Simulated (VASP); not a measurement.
# CdF2 in VASP 6.6.1, single-point calculation

INCAR

```
NBANDS = 20
LREAL = .FALSE.
EDIFF = 1E-7
ISMEAR = -1
ENCUT = 520
GGA = PE
ISIF = 2
PREC = Accurate
AMIX = 0.6
NELM = 120
LWAVE = .FALSE.
NSW = 0
LCHARG = .FALSE.
IBRION = -1
SIGMA = 0.02
LASPH = .TRUE.
```

KPOINTS

```
KPOINTS created by Atomic Simulation Environment
0
Gamma
8 8 8
0 0 0
```

POSCAR

```
Cd F
 1.0000000000000000
     0.0000000000000000    2.7211194579000000    2.7211194579000000
     2.7211194579000000    0.0000000000000000    2.7211194579000000
     2.7211194579000000    2.7211194579000000    0.0000000000000000
 Cd  F
   1   2
Cartesian
  0.0000000000000000  0.0000000000000000  0.0000000000000000
  1.3605597289500000  1.3605597289500000  1.3605597289500000
  4.0816791868499998  4.0816791868499998  4.0816791868499998
```

The recommended PBE PAW datasets give the neutral cell 26 valence electrons.

Command

```
mpirun -np 1 vasp_std
```

Question: Predict the outcome of this run.

Answer: It converged. Results: gap between bands v and c on the k mesh 2.96 eV; least direct gap on the k mesh 3.50 eV; pressure 2.7 GPa. Band v is the last that the valence electrons fill when counted band by band, and c is the next.

OSZICAR

```
N       E                     dE             d eps       ncg     rms          rms(c)
DAV:   1     0.193057443121E+03    0.19306E+03   -0.15573E+04  1208   0.131E+03
DAV:   2    -0.451359575977E+01   -0.19757E+03   -0.19109E+03  1264   0.343E+02
DAV:   3    -0.126093053855E+02   -0.80957E+01   -0.80749E+01  1340   0.755E+01
DAV:   4    -0.126439214749E+02   -0.34616E-01   -0.34614E-01  1236   0.506E+00
DAV:   5    -0.126440524558E+02   -0.13098E-03   -0.13098E-03  1316   0.276E-01    0.987E+00
DAV:   6    -0.112395597545E+02    0.14045E+01   -0.89567E+00  1456   0.563E+01    0.946E+00
DAV:   7    -0.108872631360E+02    0.35230E+00   -0.23945E+00  1216   0.177E+01    0.286E+00
DAV:   8    -0.108980358711E+02   -0.10773E-01   -0.22320E-01  1196   0.483E+00    0.148E+00
DAV:   9    -0.108955386682E+02    0.24972E-02   -0.12044E-02  1252   0.103E+00    0.448E-01
DAV:  10    -0.108946455105E+02    0.89316E-03   -0.36708E-03  1224   0.530E-01    0.167E-01
DAV:  11    -0.108946830911E+02   -0.37581E-04   -0.64282E-05  1208   0.712E-02    0.128E-02
DAV:  12    -0.108946834363E+02   -0.34525E-06   -0.61990E-06  1312   0.225E-02    0.972E-03
DAV:  13    -0.108946836140E+02   -0.17762E-06   -0.22067E-07  1168   0.389E-03    0.562E-04
DAV:  14    -0.108946836209E+02   -0.68999E-08   -0.12182E-08   800   0.141E-03
   1 F= -.10894684E+02 E0= -.10894684E+02  d E =-.374552E-10
```

For comparison, a separate PBE run of the intended cell, on usual settings and not on those above, gives a gap of 2.96 eV on its mesh and a pressure of 2.7 GPa.
